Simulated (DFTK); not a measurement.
**SiC (Moissanite 6H) under changes of volume**

One of the cells (10.487 Å³/atom); the others are scaled copies at fixed shape and fractional positions:

```
Si C
1.0
     3.09500    0.00000    0.00000
    -1.54750    2.68035    0.00000
     0.00000    0.00000   15.17000
Si C
6 6
Direct
  0.66667 0.33333 0.45830
  0.33333 0.66667 0.95830
  0.66667 0.33333 0.79170
  0.33333 0.66667 0.29170
  0.00000 0.00000 0.62500
  0.00000 0.00000 0.12500
  0.66667 0.33333 0.33330
  0.33333 0.66667 0.83330
  0.66667 0.33333 0.66670
  0.33333 0.66667 0.16670
  0.00000 0.00000 0.50000
  0.00000 0.00000 0.00000
```

* Program: DFTK 0.8.2
* Functional: RPBE
* Potentials or basis: dojo.nc.sr.pbe.v0_4_1.standard.upf (PBE)
* Cutoff: 1116 eV
* k mesh: 6 × 6 × 1
* Occupations: fermi-dirac, width 0.05 eV
* Spin: no spin polarisation

```tsv
volume (Å³/atom)	energy over the lowest point (meV/atom)	pressure (GPa)	gap on the mesh (eV)	largest force (eV/Å)
9.858	32.43	16.0	2.06	0.162
10.068	15.03	10.5	2.07	0.158
10.277	4.44	5.6	2.07	0.154
10.487	0.00	1.1	2.08	0.150
10.697	?	?	?	?
10.907	7.36	-6.6	2.09	0.143
11.116	18.16	-9.9	2.09	0.140
```

**Question.** What does the run at 10.697 Å³/atom give?

**Answer.** Energy over the lowest point 1.15 meV/atom; pressure -2.9 GPa; gap on the mesh 2.08 eV; largest force 0.147 eV/Å.

Worked out: A Birch-Murnaghan fit of order 3 (a polynomial in V^(-2/3)) to the other rows has its minimum at 10.55 Å³/atom with B0 = V·E''(V) = 209 GPa and B' = 3.8 at fixed shape and positions, which overstates the stiffness. It gives 1.13 meV/atom at 10.697 Å³/atom, against the run's 1.15, and -dE/dV = -2.9 GPa, against -2.9. A straight line through the other rows of the gap, of slope 0.255 eV per unit of ln V, gives 2.08 eV, against the run's 2.08.

Energies are extrapolated to zero smearing.

Caveats: some runs use coarse meshes; the potentials were made for another functional, which shifts forces and pressure; an odd mesh through Γ misses points on the zone boundary, where band edges often lie.
